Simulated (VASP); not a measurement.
# MgO (Fm-3m) in VASP: notebook

The runs below take MgO through single point, with LDA.

Program: VASP 6.6.1. These are calculated values, not measurements. Logs are shortened: lines on timing, memory, paths and dates and some standing lists are left out, and cuts for length are marked.

### 1 Starting point

Symmetry: Fm-3m, No. 225, cubic system. The conventional cell has a = 4.194 Å, b = 4.194 Å, c = 4.194 Å, α = 90.00°, β = 90.00°, γ = 90.00°. Mg (site symmetry m-3m) has 6 O at 2.10 Å as nearest neighbours. O (site symmetry m-3m) is surrounded by 6 Mg at 2.10 Å.

The cell is a database's computed one.

### 2 Single point, LDA

Input file INCAR:

```
PREC = Accurate
ENCUT = 400
EDIFF = 1E-7
ISMEAR = 0
SIGMA = 0.05
LREAL = False
LASPH = True
NELM = 100
ALGO = Normal
ISIF = 2
LWAVE = False
LCHARG = False
GGA = CA
NBANDS = 11
ADDGRID = False
```

Input file KPOINTS:

```
regular mesh
0
Gamma
  3 3 3
```

Input file POSCAR:

```
MgO
1.0
    0.0000000000      2.0970013927      2.0970013927
    2.0970013927      0.0000000000      2.0970013927
    2.0970013927      2.0970013927      0.0000000000
Mg O
1 1
Direct
    0.0000000000      0.0000000000      0.0000000000
    0.5000000000      0.5000000000      0.5000000000
```

Potentials or basis: VASP PAW LDA potentials, release 64 (Mg, O).

The run is started by

```sh
cat potpaw_LDA.64/Mg/POTCAR potpaw_LDA.64/O/POTCAR > POTCAR
mpirun -np 1 vasp_std > vasp.out
```

OUTCAR:

```text
PREC = Accurate
   ENCUT = 400
   EDIFF = 1E-7
   ISMEAR = 0
   LREAL = False
   LASPH = True
   NELM = 100
   ISIF = 2
   GGA = CA

 Found      4 irreducible k-points:

 Following reciprocal coordinates:
            Coordinates               Weight
  0.000000  0.000000  0.000000      1.000000
  0.333333  0.000000  0.000000      8.000000
  0.333333  0.333333  0.000000      6.000000
 -0.333333  0.333333  0.000000     12.000000
   k-points           NKPTS =      4   k-points in BZ     NKDIM =      4   number of bands    NBANDS=     11
   number of dos      NEDOS =    301   number of ions     NIONS =      2
   total plane-waves  NPLWV =   8000
   dimension x,y,z NGX =    20 NGY =   20 NGZ =   20
   dimension x,y,z NGXF=    40 NGYF=   40 NGZF=   40
   ions per type =               1   1
   NGX,Y,Z   is equivalent  to a cutoff of  11.21, 11.21, 11.21 a.u.
   NGXF,Y,Z  is equivalent  to a cutoff of  22.42, 22.42, 22.42 a.u.
 SYSTEM =  unknown system
   PREC   = accura    normal or accurate (medium, high low for compatibility)
   ISTART =      0    job   : 0-new  1-cont  2-samecut
   ICHARG =      2    charge: 1-file 2-atom 10-const
   ISPIN  =      1    spin polarized calculation?
   LNONCOLLINEAR =      F non collinear calculations
   LSORBIT =      F    spin-orbit coupling
   LASPH  =      T    aspherical Exc in radial PAW
   ENCUT  =  400.0 eV  29.40 Ry    5.42 a.u.   4.84  4.84  4.84*2*pi/ulx,y,z
   NELM   =    100;   NELMIN=  2; NELMDL= -5     # of ELM steps
   EDIFF  = 0.1E-06   stopping-criterion for ELM
   LREAL  =      F    real-space projection
   EDIFFG = 0.1E-05   stopping-criterion for IOM
   NSW    =      0    number of steps for IOM
   IBRION =     -1    ionic relax: 0-MD 1-quasi-New 2-CG
   NFREE  =      0    steps in history (QN), initial steepest desc. (CG)
   ISIF   =      2    stress and relaxation
   ISYM   =      2    0-nonsym 1-usesym 2-fastsym
   POTIM  = 0.5000    time-step for ionic-motion
   TEBEG  =    0.0;   TEEND  =   0.0 temperature during run
   PSTRESS=    0.0 pullay stress
   NELECT =       8.0000    total number of electrons
   NUPDOWN=      -1.0000    fix difference up-down
   EMIN   =  10.00;   EMAX   =-10.00  energy-range for DOS
   EFERMI =   0.00;   METHOD = LEGACY
   ISMEAR =     0;   SIGMA  =   0.05  broadening in eV -4-tet -1-fermi 0-gaus
   EFERMI_NEDOS =   21; number of points for ismear=-14 and -15
   IALGO  =     38    algorithm
   IMIX   =      4    mixing-type and parameters
     AMIX     =   0.40;   BMIX     =  1.00
     AMIX_MAG =   1.60;   BMIX_MAG =  1.00
  volume/ion in A,a.u.               =       9.22        62.23
  Fermi-wavevector in a.u.,A,eV,Ry     =   1.239261  2.341864 20.895389  1.535768
  Thomas-Fermi vector in A             =   2.373752
   LORBIT       =      0    0 simple, 1 ext, 2 COOP (PROOUT), +10 PAW based schemes
   GGA     = CA    functional components
   LHFCALC =     F    Hartree Fock is set to
   AEXX    =    0.0000 exact exchange contribution
   IVDW    =     0    specifies the selected vdW correction
   LEPSILON=     F    determine dielectric tensor
   LRPA    =     F    only Hartree local field effects (RPA)
 non-spin polarized calculation
 Gauss-broadening in eV      SIGMA  =   0.05
  energy-cutoff  :      400.00
  volume of cell :       18.44
 maximum number of plane-waves:       347
   NGX =  9   NGY =  9   NGZ =  9

 number of electron       7.9999991 magnetization

 Free energy of the ion-electron system (eV)
  ---------------------------------------------------
  ext. energy  EPLUGINS =         0.00000000
  ---------------------------------------------------
  free energy    TOTEN  =       -13.36994354 eV

  energy without entropy =      -13.36994354  energy(sigma->0) =      -13.36994354

 E-fermi :   3.3008     XC(G=0): -11.6430

 val. band max:        3.0514039717   @ k =   0.0000   0.0000   0.0000
 cond. band min:       7.7862352821   @ k =   0.0000   0.0000   0.0000
 fundamental gap:      4.7348313104
 Fermi energy:         3.3007647221

 k-point     1 :       0.0000    0.0000    0.0000
  band No.  band energies     occupation
      1     -14.0277      2.00000
      2       3.0514      2.00000
      3       3.0514      2.00000
      4       3.0514      2.00000
      5       7.7862      0.00000
      6      18.5821      0.00000
      7      18.5821      0.00000
      8      18.5821      0.00000
      9      22.6387      0.00000
     10      24.3037      0.00000
     11      24.3037      0.00000

 k-point     2 :       0.3333    0.0000    0.0000
  band No.  band energies     occupation
      1     -13.0363      2.00000
      2      -0.7430      2.00000
      3       2.5250      2.00000
      4       2.5250      2.00000
      5      10.6319      0.00000
      6      15.2486      0.00000
      7      19.3796      0.00000
      8      19.3796      0.00000
      9      23.7151      0.00000
     10      23.7151      0.00000
     11      24.2728      0.00000

 k-point     3 :       0.3333    0.3333    0.0000
  band No.  band energies     occupation
      1     -12.7928      2.00000
      2      -0.4979      2.00000
      3       1.9562      2.00000
      4       1.9562      2.00000
      5      12.2816      0.00000
      6      12.8084      0.00000
      7      16.7347      0.00000
      8      21.1033      0.00000
      9      21.1033      0.00000
     10      27.5458      0.00000
     11      29.9460      0.00000

 k-point     4 :      -0.3333    0.3333    0.0000
  band No.  band energies     occupation
      1     -12.3856      2.00000
      2      -0.3021      2.00000
      3      -0.1391      2.00000
      4       2.0076      2.00000
      5      13.1916      0.00000
      6      15.1473      0.00000
      7      15.3981      0.00000
      8      20.6046      0.00000
      9      21.7096      0.00000
     10      26.0362      0.00000
     11      30.3521      0.00000

------------------------ aborting loop because EDIFF is reached ----------------------------------------

  FORCE on cell =-STRESS in cart. coord.  units (eV):
  Direction    XX          YY          ZZ          XY          YZ          ZX
  --------------------------------------------------------------------------------------
  -------------------------------------------------------------------------------------
  Total       -1.1252336     -1.1252336     -1.1252336     -0.0000000      0.0000000      0.0000000
  in kB      -97.7523300    -97.7523300    -97.7523300     -0.0000000      0.0000000      0.0000000
  external PRESSURE =     -97.7523300 kB  Pullay stress =       0.0000000 kB

 VOLUME and BASIS-vectors are now :
 -----------------------------------------------------------------------------
  energy-cutoff  :      400.00
  volume of cell :       18.44
      direct lattice vectors                 reciprocal lattice vectors
     0.000000000  2.097001393  2.097001393    -0.238435702  0.238435702  0.238435702
     2.097001393  0.000000000  2.097001393     0.238435702 -0.238435702  0.238435702
     2.097001393  2.097001393  0.000000000     0.238435702  0.238435702 -0.238435702

 POSITION                                       TOTAL-FORCE (eV/Angst)
 -----------------------------------------------------------------------------------
      0.00000      0.00000      0.00000        -0.000000     -0.000000      0.000000
      2.09700      2.09700      2.09700         0.000000      0.000000     -0.000000
 -----------------------------------------------------------------------------------
    total drift:                                0.000000      0.000000      0.000000

  FREE ENERGIE OF THE ION-ELECTRON SYSTEM (eV)
  ---------------------------------------------------
  free  energy   TOTEN  =       -13.3699435363 eV

  energy  without entropy=      -13.3699435363  energy(sigma->0) =      -13.36994354
```

stdout:

```text
POSCAR found type information on POSCAR MgO
 POSCAR found :  2 types and       2 ions
 scaLAPACK will be used
 LDA part: xc-table for (Slater(with rela. corr.)+CA(PZ))
 , standard interpolation
 POSCAR, INCAR and KPOINTS ok, starting setup
 FFT: planning ... GRIDC
 FFT: planning ... GRID_SOFT
 FFT: planning ... GRID
 WAVECAR not read
 entering main loop
```

Run time: 2.1 s. Hardware: 1 thread of AMD EPYC 9R45 (Zen 5), shared host; peak memory 0.08 GiB.

These settings aren't checked as converged: the numbers below hold their error.

Results:

* Free energy: -13.3699 eV
* Band gap on the k mesh: 4.73 eV, direct

Caveat: the k mesh is coarse (spacing up to 0.86 Å⁻¹), so the values aren't converged; the cutoff is under 1.25 times the usual one of these potentials, so pressure, stress and relaxed cells hold a basis-set (Pulay) error.

### 3 Single point, LDA

INCAR is that of step 2.

KPOINTS is that of step 2.

Input file POSCAR:

```
MgO
1.0
    0.0000000000      2.0970013927      2.0970013927
    2.0970013927      0.0000000000      2.0970013927
    2.0970013927      2.0970013927      0.0000000000
Mg O
1 1
Direct
   -0.0111690000     -0.0083340000      0.0019910000
    0.5083620000      0.4891820000      0.5308490000
```

Potentials or basis: VASP PAW LDA potentials, release 64 (Mg, O).

The run is started by

```sh
cat potpaw_LDA.64/Mg/POTCAR potpaw_LDA.64/O/POTCAR > POTCAR
mpirun -np 1 vasp_std > vasp.out
```

OUTCAR:

```text
PREC = Accurate
   ENCUT = 400
   EDIFF = 1E-7
   ISMEAR = 0
   LREAL = False
   LASPH = True
   NELM = 100
   ISIF = 2
   GGA = CA

 Found     14 irreducible k-points:

 Following reciprocal coordinates:
            Coordinates               Weight
  0.000000  0.000000  0.000000      1.000000
  0.333333  0.000000  0.000000      2.000000
  0.000000  0.333333  0.000000      2.000000
  0.000000  0.000000  0.333333      2.000000
  0.333333  0.333333  0.333333      2.000000
  0.333333  0.333333  0.000000      2.000000
   k-points           NKPTS =     14   k-points in BZ     NKDIM =     14   number of bands    NBANDS=     11
   number of dos      NEDOS =    301   number of ions     NIONS =      2
   total plane-waves  NPLWV =   8000
   dimension x,y,z NGX =    20 NGY =   20 NGZ =   20
   dimension x,y,z NGXF=    40 NGYF=   40 NGZF=   40
   ions per type =               1   1
   NGX,Y,Z   is equivalent  to a cutoff of  11.21, 11.21, 11.21 a.u.
   NGXF,Y,Z  is equivalent  to a cutoff of  22.42, 22.42, 22.42 a.u.
 SYSTEM =  unknown system
   PREC   = accura    normal or accurate (medium, high low for compatibility)
   ISTART =      0    job   : 0-new  1-cont  2-samecut
   ICHARG =      2    charge: 1-file 2-atom 10-const
   ISPIN  =      1    spin polarized calculation?
   LNONCOLLINEAR =      F non collinear calculations
   LSORBIT =      F    spin-orbit coupling
   LASPH  =      T    aspherical Exc in radial PAW
   ENCUT  =  400.0 eV  29.40 Ry    5.42 a.u.   4.84  4.84  4.84*2*pi/ulx,y,z
   NELM   =    100;   NELMIN=  2; NELMDL= -5     # of ELM steps
   EDIFF  = 0.1E-06   stopping-criterion for ELM
   LREAL  =      F    real-space projection
   EDIFFG = 0.1E-05   stopping-criterion for IOM
   NSW    =      0    number of steps for IOM
   IBRION =     -1    ionic relax: 0-MD 1-quasi-New 2-CG
   NFREE  =      0    steps in history (QN), initial steepest desc. (CG)
   ISIF   =      2    stress and relaxation
   ISYM   =      2    0-nonsym 1-usesym 2-fastsym
   POTIM  = 0.5000    time-step for ionic-motion
   TEBEG  =    0.0;   TEEND  =   0.0 temperature during run
   PSTRESS=    0.0 pullay stress
   NELECT =       8.0000    total number of electrons
   NUPDOWN=      -1.0000    fix difference up-down
   EMIN   =  10.00;   EMAX   =-10.00  energy-range for DOS
   EFERMI =   0.00;   METHOD = LEGACY
   ISMEAR =     0;   SIGMA  =   0.05  broadening in eV -4-tet -1-fermi 0-gaus
   EFERMI_NEDOS =   21; number of points for ismear=-14 and -15
   IALGO  =     38    algorithm
   IMIX   =      4    mixing-type and parameters
     AMIX     =   0.40;   BMIX     =  1.00
     AMIX_MAG =   1.60;   BMIX_MAG =  1.00
  volume/ion in A,a.u.               =       9.22        62.23
  Fermi-wavevector in a.u.,A,eV,Ry     =   1.239261  2.341864 20.895389  1.535768
  Thomas-Fermi vector in A             =   2.373752
   LORBIT       =      0    0 simple, 1 ext, 2 COOP (PROOUT), +10 PAW based schemes
   GGA     = CA    functional components
   LHFCALC =     F    Hartree Fock is set to
   AEXX    =    0.0000 exact exchange contribution
   IVDW    =     0    specifies the selected vdW correction
   LEPSILON=     F    determine dielectric tensor
   LRPA    =     F    only Hartree local field effects (RPA)
 non-spin polarized calculation
 Gauss-broadening in eV      SIGMA  =   0.05
  energy-cutoff  :      400.00
  volume of cell :       18.44
 maximum number of plane-waves:       347
   NGX =  9   NGY =  9   NGZ =  9

 number of electron       8.0000000 magnetization

 Free energy of the ion-electron system (eV)
  ---------------------------------------------------
  ext. energy  EPLUGINS =         0.00000000
  ---------------------------------------------------
  free energy    TOTEN  =       -13.33088875 eV

  energy without entropy =      -13.33088875  energy(sigma->0) =      -13.33088875

 E-fermi :   3.2837     XC(G=0): -11.6376

 val. band max:        3.0425819451   @ k =   0.0000   0.0000   0.0000
 cond. band min:       7.7659485185   @ k =   0.0000   0.0000   0.0000
 fundamental gap:      4.7233665735
 Fermi energy:         3.2836757249

 k-point     1 :       0.0000    0.0000    0.0000
  band No.  band energies     occupation
      1     -14.0346      2.00000
      2       3.0160      2.00000
      3       3.0305      2.00000
      4       3.0426      2.00000
      5       7.7659      0.00000
      6      18.5863      0.00000
      7      18.6253      0.00000
      8      18.6786      0.00000
      9      22.6017      0.00000
     10      24.3207      0.00000
     11      24.3416      0.00000
[... 57 lines left out ...]
 k-point     6 :       0.3333    0.3333    0.0000
  band No.  band energies     occupation
      1     -12.8030      2.00000
      2      -0.5022      2.00000
      3       1.9333      2.00000
      4       1.9540      2.00000
      5      12.2395      0.00000
      6      12.8459      0.00000
      7      16.6749      0.00000
      8      21.0516      0.00000
      9      21.2320      0.00000
     10      27.7501      0.00000
     11      29.9452      0.00000

 [... further k-points ...]
[... 5 lines left out ...]
  --------------------------------------------------------------------------------------
  -------------------------------------------------------------------------------------
  Total       -1.0356455     -0.7261332     -1.1101072     -0.0362382     -0.0230367     -0.0117243
  in kB      -89.9695523    -63.0813142    -96.4382550     -3.1481205     -2.0012632     -1.0185230
  external PRESSURE =     -83.1630405 kB  Pullay stress =       0.0000000 kB

 VOLUME and BASIS-vectors are now :
 -----------------------------------------------------------------------------
  energy-cutoff  :      400.00
  volume of cell :       18.44
      direct lattice vectors                 reciprocal lattice vectors
     0.000000000  2.097001393  2.097001393    -0.238435702  0.238435702  0.238435702
     2.097001393  0.000000000  2.097001393     0.238435702 -0.238435702  0.238435702
     2.097001393  2.097001393  0.000000000     0.238435702  0.238435702 -0.238435702

 POSITION                                       TOTAL-FORCE (eV/Angst)
 -----------------------------------------------------------------------------------
      2.08370      2.07776      4.15310         0.282853      0.565557      0.178878
      2.13901      2.17923      2.09185        -0.282853     -0.565557     -0.178878
 -----------------------------------------------------------------------------------
    total drift:                               -0.000045      0.000328     -0.000016

  FREE ENERGIE OF THE ION-ELECTRON SYSTEM (eV)
  ---------------------------------------------------
  free  energy   TOTEN  =       -13.3308887506 eV

  energy  without entropy=      -13.3308887506  energy(sigma->0) =      -13.33088875
```

OSZICAR:

```text
N       E                     dE             d eps       ncg     rms          rms(c)
DAV:   1     0.475631803535E+01    0.47563E+01   -0.38603E+03   364   0.502E+02
DAV:   2    -0.145930294602E+02   -0.19349E+02   -0.19017E+02   347   0.117E+02
DAV:   3    -0.149622741099E+02   -0.36924E+00   -0.36912E+00   353   0.129E+01
DAV:   4    -0.149630759370E+02   -0.80183E-03   -0.80182E-03   341   0.699E-01
DAV:   5    -0.149630782613E+02   -0.23244E-05   -0.23244E-05   353   0.348E-02    0.708E+00
DAV:   6    -0.133970634063E+02    0.15660E+01   -0.84912E+00   341   0.157E+01    0.222E+00
DAV:   7    -0.133566829892E+02    0.40380E-01   -0.54818E-02   341   0.196E+00    0.133E+00
DAV:   8    -0.133313041509E+02    0.25379E-01   -0.28889E-02   341   0.170E+00    0.208E-01
DAV:   9    -0.133309589050E+02    0.34525E-03   -0.63637E-04   371   0.179E-01    0.103E-01
DAV:  10    -0.133308902762E+02    0.68629E-04   -0.18438E-04   335   0.108E-01    0.961E-03
DAV:  11    -0.133308892000E+02    0.10762E-05   -0.39885E-06   365   0.148E-02    0.629E-03
DAV:  12    -0.133308887682E+02    0.43187E-06   -0.20291E-06   335   0.105E-02    0.127E-03
DAV:  13    -0.133308887506E+02    0.17580E-07   -0.42898E-08   211   0.160E-03
   1 F= -.13330889E+02 E0= -.13330889E+02  d E =-.914239E-13
```

Run time: 2.9 s. Hardware: 1 thread of AMD EPYC 9R45 (Zen 5), shared host; peak memory 0.08 GiB.

These settings aren't checked as converged: the numbers below hold their error.

Results:

- Free energy: -13.3309 eV
- Largest force: 0.657 eV/Å
- Band gap on the k mesh: 4.72 eV, direct

Caveat: the k mesh is coarse (spacing up to 0.86 Å⁻¹), so the values aren't converged; the cutoff is under 1.25 times the usual one of these potentials, so pressure, stress and relaxed cells hold a basis-set (Pulay) error.

### 4 Single point, LDA

Edit INCAR of step 3 so:

```diff
@@ -1,3 +1,3 @@
 PREC = Accurate
-ENCUT = 400
+ENCUT = 500
 EDIFF = 1E-7
```

KPOINTS is that of step 3.

Input file POSCAR:

```
MgO
1.0
    0.0000000000      2.0970013927      2.0970013927
    2.0970013927      0.0000000000      2.0970013927
    2.0970013927      2.0970013927      0.0000000000
Mg O
1 1
Direct
    0.0000000000      0.0000000000      0.0000000000
    0.5000000000      0.5000000000      0.5000000000
```

The run is started by

```sh
cat potpaw_LDA.64/Mg/POTCAR potpaw_LDA.64/O/POTCAR > POTCAR
mpirun -np 1 vasp_std > vasp.out
```

It took 2.2 s on 1 thread of AMD EPYC 9R45 (Zen 5), shared host; peak memory 0.09 GiB.

The run converged, but some of its settings lie outside the range that counts as converged, so its numbers aren't taken as properties of the crystal.

What came out:

```
Free energy            : -13.3378 eV
Pressure               : -5.3 GPa
Band gap on the k mesh : 4.73 eV, direct
```

Caveat: the k mesh is coarse (spacing up to 0.86 Å⁻¹), so the values aren't converged.

(Continued in part 2 of 2.)
